## Results and discussion

The row at 40 Ry looks wrong. Between 10 and 30 Ry each step of the cutoff divides the s excess by more than two. From 30 to 40 Ry it moves only from 2.03 to 1.82 mRy, and then the fall picks up again, to 1.06 mRy at 50 Ry. The drop of 0.21 mRy is some twenty times the print step of 0.01 mRy, and the following drop of 0.76 mRy is larger still, so rounding cannot produce the stall. It is best explained by the shape of the boron 2s pseudo-wave: in a rebuilt copy of that wave, the expansion coefficients pass through zero in that window.

Convergence of boron pseudo-atom levels with basis cutoff, from ld1.x 7.5 in scalar-relativistic LDA (Perdew-Zunger). The Troullier-Martins potential, made for 2s1.5 2p0 with a [He] core, has radii of 1.15 (s) and 3.25 bohr (p), p as local channel and a core correction. The basis is spherical Bessel functions in a 20 bohr box; errors are relative to 400 Ry.

| cutoff (Ry) | sum of levels error (mRy) | lowest s level excess (mRy) | lowest p level excess (mRy) |
| --- | --- | --- | --- |
| 10 | 81.96 | 54.64 | 19.14 |
| 15 | 35.45 | 23.63 | 0.30 |
| 21 | 8.145 | 5.43 | 0.13 |
| 30 | 3.045 | 2.03 | 0.02 |
| 40 | 2.730 | 1.82 | 0 |
| 50 | 1.590 | 1.06 | 0 |
| 60 | 0.690 | 0.46 | 0 |
| 80 | 0.135 | 0.09 | 0 |
| 100 | 0.105 | 0.07 | 0 |
| 140 | 0.015 | 0.01 | 0 |
| 200 | 0 | 0 | 0 |

All rows belong to one LDA pseudo-atom, the spherical ion B¹·⁵⁺ without spin polarisation, and the potential is held fixed while the basis grows. The cutoff E_c is the largest kinetic energy k² admitted, in rydberg for a wave number k in bohr⁻¹. The s and p excesses are the lowest level of each channel less its value at 400 Ry; a zero means agreement with that value to the printed digit, and says nothing about the quality of the potential. The sum of levels error weights each excess by its occupation. With 1.5 electrons in 2s and none in 2p it equals 1.5 times the s excess in every row, to 0.005 mRy (1.5 × 54.64 = 81.96). It is the s column over again, and the 19.14 mRy of the p level at 10 Ry leaves no trace in it.

### The curve as a reading of the wave's spectrum

The sign and the direction follow from the variational principle. The Bessel functions below one cutoff are a subset of those below the next, and the Hamiltonian H does not change, so a level can only fall as E_c rises. No excess in the table is negative and none increases.

The rate of fall follows in a few steps. Let ψ be the converged wave with level ε and coefficients c_k in the Bessel basis. Split it into the part kept, Pψ, and the part cut off, Qψ. Since (H − ε)ψ = 0, the action of H − ε on Pψ is minus its action on Qψ, and applying this twice gives ⟨Pψ|H − ε|Pψ⟩ = ⟨Qψ|H − ε|Qψ⟩. The left side is the energy excess of the truncated wave, apart from a norm very close to one. On the right, the kinetic energy k² of the missing functions outweighs the potential when the cutoff is high. This leaves

excess(E_c) ≈ Σ (k² − ε) c_k², summed over k² > E_c.

The slope of the curve is therefore −d(excess)/dE_c = (E_c − ε) w(E_c), where w is the share of the wave's norm per rydberg of kinetic energy at the cutoff. A convergence curve is the spectrum of the wave, integrated from above. In the 20 bohr box the s functions sit at k = nπ/20, about 1 Ry apart in k² near 10 Ry and 2 Ry apart near 40 Ry, so the curve is a staircase and slopes between table rows are averages over a few steps.

The table can be read this way with nothing fitted. With ε = −1.857 Ry, the step from 30 to 40 Ry gains 0.21 mRy in 10 Ry, a slope of 0.021 mRy/Ry. At the midpoint E_c − ε = 35 + 1.86 = 36.9 Ry, so w = 0.021 × 10⁻³ / 36.9 = 5.7 × 10⁻⁷ per Ry. The step before gains 5.43 − 2.03 = 3.40 mRy in 9 Ry, and 0.378 × 10⁻³ / 27.4 gives 1.4 × 10⁻⁵. The step after gives 0.076 × 10⁻³ / 46.9 = 1.6 × 10⁻⁶. The weight thus drops about 24-fold and then recovers almost threefold. A real coefficient c(k) that changes sign does just this: w vanishes at the zero and grows as the square of the distance on either side, so functions added near the zero have almost nothing to describe. The estimate also shows how little of the wave is involved. The ten rydberg above 40 Ry hold 1.6 × 10⁻⁵ of the norm, and are worth 0.76 mRy because each part of it is weighted by some 47 Ry.

### Where the zeros lie

A dip in w suggests a zero without proving one. To locate the zeros, the waves were rebuilt independently: a non-relativistic LDA atom in the same configuration, Troullier-Martins waves at the two stated radii, and their coefficients in the same box, with no parameter adjusted to the table. The printed analysis follows this section. The rebuilt levels, −1.8565 and −1.4205 Ry, lie within 0.6 mRy of those of the run; the neglect of relativity and the radial grid are the likely sources of the offset, which drops out of an excess.

The rebuilt s coefficient changes sign at k² = 33.6 Ry, inside the stalled step, and the tail sum gives a slope of 0.0217 mRy/Ry there against 0.0210 ± 0.0010 in the table. The next zero, at 88.4 Ry, falls in the step from 80 to 100 Ry, where the excess goes from 0.09 to 0.07 mRy. That drop is two print steps and so known only to within a half, but the slowing itself survives rounding: a factor of 1.3 follows a factor of 5.1. A further zero near 160 Ry acts on thousandths of a millirydberg and cannot be seen in the table. The p column has an irregular step of the same kind. It falls 64-fold from 10 to 15 Ry and only 2.3-fold from 15 to 21 Ry, and the rebuilt p coefficient vanishes at 18.6 Ry. The steepness of the first step and the flatness of the second have one origin, since the weight is running down into a zero. Three slow steps, and a zero inside each, make a strong case. It rests on the rebuilt waves standing for those of the run.

That assumption can be checked by diagonalising in the rebuilt potential. This repeats the recipe of the calculation and is no test of the tail formula, but it tests the wave. For s it reproduces the table to within half a per cent at 10, 15 and 21 Ry and to about a print step beyond. For p it is less close: 20.9 against 19.14 mRy at 10 Ry and 0.36 against 0.30 at 15 Ry. On so steep a flank a slight difference in the wave, such as the radius being moved to a mesh point, would be enough; that is a guess.

The tail formula itself lies above the table wherever the excess is large. For s it is 12 % high at 10 Ry, 7 % at 21 Ry and 3 % from 30 to 50 Ry; for p it is 40 % high at 10 Ry, of which 9 points belong to the wave. Theory names two omissions. The kept coefficients can readjust, which always lowers the level below that of the merely truncated wave, and the potential energy of Qψ is dropped, although it is negative where the potential is attractive and not small beside k² − ε at 10 Ry: the rebuilt p potential is −6.1 Ry deep at the origin. Both fade with rising cutoff, as the misfit does. Their shares were not separated.

Smooth laws do much worse. A power of E_c and an exponential in E_c, two parameters each, were fitted to the logarithm of the ten non-zero s rows. The power law gives half the table value at 50 Ry and 1.4 times it at 21 and 10 Ry; the exponential gives 0.29 of it at 10 Ry. Neither can stall.

### Why the coefficients oscillate

Two arguments from theory apply, at different wave numbers. At very high k the join decides. Inside the radius r_c the wave is r^(l+1) times the exponential of an even polynomial, which is smooth at the origin, and it meets the all-electron wave with four continuous derivatives. Integrating the transform by parts six times brings out the jump in the fifth derivative, so c(k) tends to k⁻⁶ times a sinusoid in k·r_c. The zeros are then π/r_c apart, and the excess falls as ∫k²·k⁻¹² dk, that is k⁻⁹ or E_c^(−4.5).

The table does not reach this regime. For s, π/r_c is 2.73 bohr⁻¹, whereas the gaps between the first four zeros are 3.61, 3.61 and 3.25. The local exponent swings between −0.4 and −5.8, and the fitted −3.1 is an average over those swings. Comparing like points of two successive stalls gives ln(2.03/0.09)/ln(80/30) = 3.2 and ln(1.82/0.07)/ln(100/40) = 3.6, still short of 4.5.

At the wave numbers of the table the overall shape matters more than the join. The 2s pseudo-wave has lost its node, but it must hold the same charge inside 1.15 bohr as the true wave, which orthogonality to 1s keeps small. The s potential is repulsive at the centre (+2.3 Ry in the rebuilt atom, far above the level), so the wave dips there and resembles a hollow shell. A wave of the form r·e^(−ar), with its density peaked at the nucleus, has the transform k/(k² + a²)², which never changes sign. A shell concentrated at a distance r₀ overlaps with sin(kr) in alternating sign as k·r₀ passes multiples of π. This makes zeros plausible, the first of them at 4.8 Ry, below the table, but it is too coarse to fix their spacing, and the dip is not required: the p wave, in a potential attractive at the centre, has zeros too. What the two share is an inner part rebuilt within a finite radius; the slowly falling, one-signed tail that the nucleus gives the transform is gone, and the oscillation that probably comes from that finite range can show.

### Why s is harder than p here

The s excess is larger than the p excess in every row up to 140 Ry. It passes below 1 mRy between 50 and 60 Ry, the p excess between 10 and 15 Ry. The radii give the direction: a wave that must turn from its inner form to the all-electron tail within 1.15 bohr needs higher wave numbers than one that is allowed 3.25 bohr. If the shape simply stretched with the radius, cutoffs would scale as 1/r_c², a ratio of (3.25/1.15)² = 8. The ladder brackets the 1 mRy ratio at 3.3 to 6. At 10 mRy the crossings lie between 15 and 21 Ry for s and between 10 and 15 Ry for p, a ratio of 2.1 at most. In units of its own radius p is the harder wave: it reaches 1 mRy at k·r_c between 10.3 and 12.6, s between 8.1 and 8.9.

The reason argued here is that a bound wave has a size of its own. The 2p level at −1.42 Ry decays as e^(−κr) with κ = √1.42 = 1.19 bohr⁻¹, so most of the wave lies inside 3.25 bohr, and norm conservation obliges the pseudo-wave to keep that charge there and to join the small tail outside. Enlarging r_c removes the short-wave content but cannot narrow the main lobe of the spectrum in proportion. At 10 Ry the p wave is still cut on the flank of its main lobe, below its first zero at 18.6 Ry, while the s wave is already cut in its second lobe, and the channels differ little (a factor 2.9 in excess); at tighter thresholds the radius shows (79 at 15 Ry, 42 at 21 Ry), though the first of these ratios is raised by the p weight running into its zero. With one radius per channel, the table cannot separate the effect of radius from that of angular momentum.

This order need not hold for other radii. With comparable radii the 2p wave of a first-row atom would be expected to become the limiting one, because no p shell lies beneath it: the true wave is already nodeless and compact, and there is little to smooth away. It tightens along the row towards oxygen and fluorine, and 3d and 4f waves are hard for the same reason. One row down, in aluminium, both 3s and 3p are pushed out by core shells, so both can be made soft, and any stalls would be expected at lower cutoffs. For boron itself, a smaller s radius would be expected to lift the stalls, though the zeros need not all move up with it, and a neutral reference atom, with shallower levels and longer tails, would narrow the main lobes.

### What the curve does and does not certify

The change between neighbouring cutoffs is a poor gauge of what remains. At 40 Ry the last step gained 0.21 mRy and 1.82 mRy remain, nearly nine times as much. At 100 Ry the last gain is again smaller than the remainder, while at 15 Ry the p level has just gained 18.84 mRy and has 0.30 left. A test should span more than one gap between zeros. These cutoffs concern the waves only; the density, with the model core charge in it, has its own requirement, and the error in a solid also depends on how the waves change there.

The channel that converges at the lower cutoff is also the less accurate one. The same run compares excitation energies with the all-electron LDA atom. Configurations with an empty 2p are reproduced to about 6 meV or better (4.6 meV for 2s² 2p⁰). Every configuration with p electrons is off by between 0.12 and 0.20 eV per p electron: 173 meV for 2s² 2p¹ and 466 meV for 2s⁰ 2p³. At 13.6 meV per mRy, 173 meV is about 13 mRy, more than the whole sum of levels error from 21 Ry upward. The scattering phase error of p exceeds that of s in size at every energy tested, 0.517 against −0.021 rad at −0.16 Ry. No bound ghost state was found, so the fault is one of transferability. A radius that encloses most of the wave is a standard cause, and a reference ion with an empty, deep 2p level far from the neutral atom may add to it; a single potential cannot tell the two apart. Since the p channel is also the local potential, whatever it gets wrong acts on d and higher partial waves as well.

Printed output of the fit:

```
l=0 rc=1.15: level rebuilt -1.8565, basis -1.8565, run -1.8571 Ry; norm roots 2, norm miss 8.9e-16; V_ps(0) 2.30 Ry
   zeros of c(k): k=[ 2.18  5.79  9.4  12.65] 1/bohr, k^2=[  4.8  33.6  88.4 160.1] Ry, gaps [3.61 3.61 3.25], pi/rc=2.73
l=1 rc=3.25: level rebuilt -1.4205, basis -1.4205, run -1.4204 Ry; norm roots 1, norm miss -1.4e-13; V_ps(0) -6.07 Ry
   zeros of c(k): k=[4.31 7.14 8.21 8.99] 1/bohr, k^2=[18.6 51.  67.4 80.8] Ry, gaps [2.83 1.06 0.78], pi/rc=0.97
rounding: step 0.01 mRy; max|sum-1.5*s| = 0.005 mRy
fits to ln s (rows s>0): power exponent -3.10 (asymptotic theory -4.5); exponential decay 16.1 Ry
Ec[Ry] k*rc_s k*rc_p | s: table tail diag power exp | p: table tail diag [mRy]
  10   3.6  10.3 |  54.64  60.971  54.474  76.600  15.610 |  19.14  26.826  20.934
  15   4.5  12.6 |  23.63  26.120  23.525  21.766  11.442 |   0.30   0.386   0.356
  21   5.3  14.9 |   5.43   5.831   5.408   7.661   7.882 |   0.13   0.162   0.137
  30   6.3  17.8 |   2.03   2.092   2.043   2.533   4.506 |   0.02   0.023   0.020
  40   7.3  20.6 |   1.82   1.875   1.834   1.037   2.421 |   0.00   0.002   0.002
  50   8.1  23.0 |   1.06   1.089   1.060   0.519   1.301 |   0.00   0.000   0.000
  60   8.9  25.2 |   0.46   0.470   0.457   0.295   0.699 |   0.00   0.000   0.000
  80  10.3  29.1 |   0.09   0.091   0.090   0.121   0.202 |   0.00   0.000   0.000
 100  11.5  32.5 |   0.07   0.076   0.075   0.060   0.058 |   0.00   0.000   0.000
 140  13.6  38.5 |   0.01   0.009   0.009   0.021   0.005 |   0.00   0.000   0.000
 200  16.3  46.0 |   0.00   0.003   0.003   0.007   0.000 |   0.00   0.000   0.000
s tail: rms ln ratio 0.06, worst model/table 1.12 at 10 Ry (rows >=0.05 mRy; smaller are rounding)
s diag: rms ln ratio 0.02, worst model/table 1.07 at 100 Ry (rows >=0.05 mRy; smaller are rounding)
s power: rms ln ratio 0.40, worst model/table 0.49 at 50 Ry (rows >=0.05 mRy; smaller are rounding)
s exp: rms ln ratio 0.65, worst model/table 0.29 at 10 Ry (rows >=0.05 mRy; smaller are rounding)
step[Ry]: s drop mRy/Ry table (+-rounding), tail model; s factor; local exponent
10-15: 6.2020 (+-0.0020), 6.9703; 2.31; -2.07
15-21: 3.0333 (+-0.0017), 3.3815; 4.35; -4.37
21-30: 0.3778 (+-0.0011), 0.4155; 2.67; -2.76
30-40: 0.0210 (+-0.0010), 0.0217; 1.12; -0.38
40-50: 0.0760 (+-0.0010), 0.0785; 1.72; -2.42
50-60: 0.0600 (+-0.0010), 0.0619; 2.30; -4.58
60-80: 0.0185 (+-0.0005), 0.0190; 5.11; -5.67
80-100: 0.0010 (+-0.0005), 0.0008; 1.29; -1.13
100-140: 0.0015 (+-0.0003), 0.0017; 7.00; -5.78
p factors 10-15, 15-21, 21-30 Ry: [63.8  2.3  6.5]; s/p at 10, 15, 21 Ry: [ 2.9 78.8 41.8]
1 mRy crossed: s 50-60, p 10-15 Ry; ratio 3.3-6.0; (rc_p/rc_s)^2 = 7.99
```
